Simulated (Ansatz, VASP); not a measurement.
# SrTiO3: VASP beside Ansatz

The input POSCAR:

```
SrTiO3
1.0
    3.9180091028      0.0000000000      0.0000000000
    0.0000000000      3.9180091028      0.0000000000
    0.0000000000      0.0000000000      3.9180091028
Sr Ti O
1 1 3
Direct
    0.0000000000      0.0000000000      0.0000000000
    0.5000000000      0.5000000000      0.5000000000
    0.0000000000      0.5000000000      0.5000000000
    0.5000000000      0.0000000000      0.5000000000
    0.5000000000      0.5000000000      0.0000000000
```

INCAR.step1

```
PREC = Accurate
ENCUT = 520
ISMEAR = 0
SIGMA = 0.05
LREAL = F
LASPH = T
NELM = 150
LMAXMIX = 4
LDAU = T
LDAUTYPE = 2
LDAUL = -1 2 -1
LDAUU = 0 4 0
LDAUJ = 0 0 0
NBANDS = 28
GGA = PE
ALGO = Normal
EDIFF = 1E-4
LWAVE = T
LCHARG = F
```

Contents of INCAR.step2:

```
PREC = Accurate
ENCUT = 520
EDIFF = 1E-6
ISMEAR = 0
SIGMA = 0.05
LREAL = F
LASPH = T
NELM = 150
ALGO = Normal
ISIF = 2
LWAVE = F
LCHARG = F
LMAXMIX = 4
LDAU = T
LDAUTYPE = 2
LDAUL = -1 2 -1
LDAUU = 0 4 0
LDAUJ = 0 0 0
LDAUPRINT = 1
METAGGA = R2SCAN
LMIXTAU = T
NBANDS = 28
ISTART = 1
```

File KPOINTS:

```
regular mesh
0
Gamma
  6 6 6
```

Input for Ansatz:

```yaml
crystal:
  lattice:
    - [3.9180091029, 0.0, 0.0]
    - [0.0, 3.9180091029, 0.0]
    - [0.0, 0.0, 3.9180091029]
  atoms:
    - { symbol: Sr, position: [0.0, 0.0, 0.0] }
    - { symbol: Ti, position: [0.5, 0.5, 0.5] }
    - { symbol: O, position: [0.0, 0.5, 0.5] }
    - { symbol: O, position: [0.5, 0.0, 0.5] }
    - { symbol: O, position: [0.5, 0.5, 0.0] }
basis:
  ecutwfc: 500
kpoints:
  mp_grid: { grid: [6, 6, 6] }
hamiltonian:
  xc: r2scan
  hubbard: { sites: [{ species: Ti, l: d, u_eff: 4.0 }] }
scf:
  occupations: { method: gaussian, width: 0.05 }
output:
  forces: true
  stress: true
  eigenvalues: true
  write_density: true
  write_potential: true
  elf: true
  volumetric_format: npy
```

Alike in both runs: task single point; functional r2SCAN; k mesh 6 × 6 × 6; occupations gaussian, width 0.05 eV; no spin polarisation; Hubbard terms Ti d U = 4.0 eV.

```csv
,VASP,Ansatz
version,VASP 6.6.1,Ansatz 0.2.0
potentials or method,"VASP PAW PBE potentials, release 64 (Sr_sv, Ti_sv, O)","scalar-relativistic, plane waves, PAW"
plane-wave cutoff (eV),520,500
valence electrons in the cell,40,40
```

Ansatz gave:

| Property | Result |
| --- | --- |
| gap on the k mesh at the Fermi level (eV) | 2.78 |
| least direct gap on the mesh (eV) | 3.21 |
| pressure (GPa) | 0.0 |

What did VASP give for the same quantities?

gap on the k mesh at the Fermi level (eV): 2.84; least direct gap on the mesh (eV): 3.28; pressure (GPa): 3.1.

The programs project onto different local orbitals, so the same U acts differently.

Caveats: the PAW data sets were made with another functional, which shifts forces and pressure a little (VASP). A k mesh can miss the band edges.
